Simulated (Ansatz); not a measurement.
**Energy, volume and coordination in TaH4**

Theory: Ansatz 0.2.0, DFT PBE, scalar-relativistic, plane waves, PAW. Settings: cutoff 420 eV, Γ-centred meshes spaced at most about 0.3 Å⁻¹, and about 0.25 Å⁻¹ or finer for metals (2π included), Gaussian smearing. No spin polarisation.

These are static total energies at zero pressure. Rows are sorted by volume; energies count from the lowest form computed. Coordination counts H atoms around Ta (those within 1.25 times the shortest such distance or 1.15 times the sum of covalent radii, 1.27 where that leaves under three). The table shows 6 of 7 forms computed.

| row | form | source | atoms | coordination | V (Å³/atom) | gap on mesh (eV) | ΔE (meV/atom) |
| --- | --- | --- | --- | --- | --- | --- | --- |
| 1 | I4/m | invented | 5 | Ta 12 | 6.0 | 0 | 109 |
| 2 | Immm | invented | 10 | Ta 10 | 6.5 | 0 | 0 |
| 3 | C2/c | invented | 10 | Ta 8 | 7.8 | 0 | ? |
| 4 | P-3m1 | invented | 5 | Ta 6 | 12.5 | 0 | 59 |
| 5 | P1 | invented | 10 | Ta 6 | 13.0 | 0 | 56 |
| 6 | C2/m | invented | 5 | Ta 6 | 13.2 | 0 | 57 |

The cell of row 3:

Space group C2/c (No. 15). a = 9.140 Å, b = 4.410 Å, c = 4.412 Å, α = 90.00°, β = 118.13°, γ = 90.00°
```
atom  site  symmetry       x       y       z
  Ta    4e         2  0.0000  0.7499  0.2500
   H    8f         1  0.1232  0.4301  0.1899
   H    8f         1  0.3770  0.4295  0.4504
```

Q: How far above the lowest form does the open row lie?

A: 79 meV/atom, which puts it above row 4 and below row 1. Counting H atoms around Ta, row 3 has Ta 8 and the lowest form (row 2) has Ta 10.

An observed structure of this formula, if there is one, may be missing.

The k mesh leaves some 4 meV/atom of noise in the energy of each metallic cell. Weakly bound directions are ill-defined at this level, which has no dispersion term (P1, C2/m, P-3m1), and this can change margins and order among such cells. Spin–orbit coupling, which can matter for Ta, is left out. With hydrogen, zero-point motion can shift such differences by 10 meV/atom or more. Even the lowest of the cells shown lies +0.04 eV/atom against the elements. Cells relaxed within their symmetry can be saddle points. Some candidate types were left out of the draw beforehand, so a known form may be missing.
